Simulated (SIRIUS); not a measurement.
HfC: equation of state with PBEsol

The system is HfC.

```
CELL_PARAMETERS angstrom
0.00000 2.32500 2.32500
2.32500 0.00000 2.32500
2.32500 2.32500 0.00000
ATOMIC_POSITIONS crystal
Hf 0.50000 0.50000 0.50000
C 0.00000 0.00000 0.00000
```

```yaml
Program: SIRIUS 7.12.0
Task: equation of state
Functional: PBEsol
Potentials_or_basis: all-electron FP-LAPW
Cutoff: 249 eV
Basis: apw+lo standard
k_mesh: 10 × 10 × 10
Occupations: fermi-dirac, width 0.05 eV
Spin: no spin polarisation
```

```yaml
Equilibrium_volume: 12.23 Å³/atom
Bulk_modulus: 247 GPa
Pressure_derivative_of_the_bulk_modulus: 3.9
```

Energy against volume, from the lowest point:
```csv
volume (Å³/atom),energy (meV/atom)
11.814,10.87
12.065,1.15
12.317,0.00
12.568,6.49
12.819,19.99
13.071,39.79
13.322,65.28
```

All runs of the series together: 12 min on 1 thread of Arm Neoverse V1, on a shared host.

Spin-orbit coupling is left out, which matters for the levels of Hf.
